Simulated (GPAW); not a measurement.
Ba:

```
Ba
1.0
    -2.50650    2.50650    2.50650
     2.50650   -2.50650    2.50650
     2.50650    2.50650   -2.50650
Ba
1
Direct
  0.00000 0.00000 0.00000
```

Base run:

```yaml
Program: GPAW 26.7.0
Functional: revPBE
Potentials_or_basis: the program's PAW data sets (release 1.2.1) made for this functional
Cutoff: 600 eV
Basis: pw
k_mesh: 8 × 8 × 8
Occupations: fermi-dirac, width 0.05 eV
Spin: spin-orbit coupling, no magnetisation
```

Its results: pressure 0.6 GPa.

**Question.** The run is repeated on the same cell with these changes: functional from revPBE to LDA; band points from 80 to 100. What comes out?

**Answer.** Pressure -1.3 GPa.

Caveats: spin-orbit coupling was added after a scalar SCF, so levels and gaps hold it while energy, forces, pressure and moments don't.

Not every run made on this cell is shown here.
